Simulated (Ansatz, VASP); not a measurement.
## One calculation of HfN, two programs

```xyz
4
Lattice="3.1751 0.0000 0.0000 -1.5876 2.7498 0.0000 0.0000 0.0000 5.4880" Properties=species:S:1:pos:R:3 pbc="T T T"
Hf    0.0000    1.8332    1.3720
Hf    1.5876    0.9166    4.1160
N     0.0000    0.0000    2.7440
N     0.0000    0.0000    0.0000
```

Change from the starting cell: volume scaled by 1.04.

Alike in both runs: task single point; functional PBEsol; k mesh 10 × 10 × 5; occupations fermi-dirac, width 0.05 eV; no spin polarisation.

```csv
,VASP,Ansatz
version,VASP 6.6.1,Ansatz 0.2.0
potentials or method,"VASP PAW PBE potentials, release 64 (Hf_pv, N)",Ansatz PAW
plane-wave cutoff (eV),520,420
valence electrons in the cell,30,62
```

Ansatz gave:

- gap on the k mesh at the Fermi level (eV): none
- pressure (GPa): -12.1
- largest component of the traceless stress (GPa): 0.54

What did VASP give for the same quantities?

gap on the k mesh at the Fermi level (eV): none; pressure (GPa): -14.1; largest component of the traceless stress (GPa): 0.47.

A gap of «none» marks a metal or a gap that the smearing closes. With one functional, cell and mesh, what is left measures potentials, basis and numerics. The two sets of potentials don't hold the same shells in valence.

Caveats: the PAW data sets were made with another functional, which shifts forces and pressure a little (VASP); the pressure holds a Pulay correction of +0.5 GPa for the finite cutoff (Ansatz); the PAW data sets come from PBE, with cores solved anew for the run's functional, which leaves a small shift of forces and pressure (Ansatz). The runs have no spin-orbit coupling, so splittings on Hf are missing.
